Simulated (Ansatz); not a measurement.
# Pd: relaxation of cell and atoms with rPW86-PBE

Pd:

```
Pd
1.0
     0.00000    1.94650    1.94650
     1.94650    0.00000    1.94650
     1.94650    1.94650    0.00000
Pd
1
Cartesian
  0.0000 0.0000 0.0000
```

```yaml
Program: Ansatz 0.2.0
Task: relaxation of cell and atoms
Functional: rPW86-PBE
Potentials_or_basis: Ansatz PAW
Cutoff: "420 eV (not typed: the program's choice for these potentials)"
k_mesh: 12 × 12 × 12
Occupations: fermi-dirac, width 0.05 eV
Spin: no spin polarisation
```

* Relaxed volume: 16.26 Å³/atom
* Relaxed cell: a = 2.844 Å, b = 2.844 Å, c = 2.844 Å, α = 60.00°, β = 60.00°, γ = 60.00°
* Space group after relaxing (to 0.05 Å): Fm-3m (No. 225)
* Energy gained by relaxing: 76.9 meV/atom
* Ionic steps: 7
* Pressure after relaxing: 0.0 GPa

The path:
| step | energy change (eV) | largest force (eV/Å) | volume (Å³) |
| --- | --- | --- | --- |
| 1 | 0.0000 | 0.0000 | 14.75 |
| 2 | -0.0612 | 0.0000 | 17.03 |
| 3 | -0.0751 | 0.0000 | 16.42 |
| 4 | -0.0759 | 0.0000 | 16.27 |
| 5 | -0.0769 | 0.0000 | 16.27 |
| 6 | -0.0769 | 0.0000 | 16.26 |
| 7 | -0.0769 | 0.0000 | 16.26 |

Final structure:
```cif
data_structure
_symmetry_space_group_name_H-M 'P 1'
_symmetry_Int_Tables_number 1
_cell_length_a 2.8439
_cell_length_b 2.8439
_cell_length_c 2.8439
_cell_angle_alpha 60.000
_cell_angle_beta 60.000
_cell_angle_gamma 60.000
_cell_volume 16.26
loop_
_atom_site_label
_atom_site_type_symbol
_atom_site_fract_x
_atom_site_fract_y
_atom_site_fract_z
_atom_site_occupancy
Pd1 Pd 0.00000 0.00000 0.00000 1
```

Wall time 2 s on 2 threads of Intel(R) Xeon(R) Platinum 8488C (Sapphire Rapids) (shared host), peak memory 0.36 GiB.

Caveat: the plane-wave basis is chosen anew once the cell has moved, so the energies of steps on either side of that aren't comparable; the volume moved by +10 % from the deposited cell, more than functionals usually miss; the PAW data sets come from PBE, with cores solved anew for the run's functional, which leaves a small shift of forces and pressure. Zero-point motion and thermal expansion aren't in these numbers.
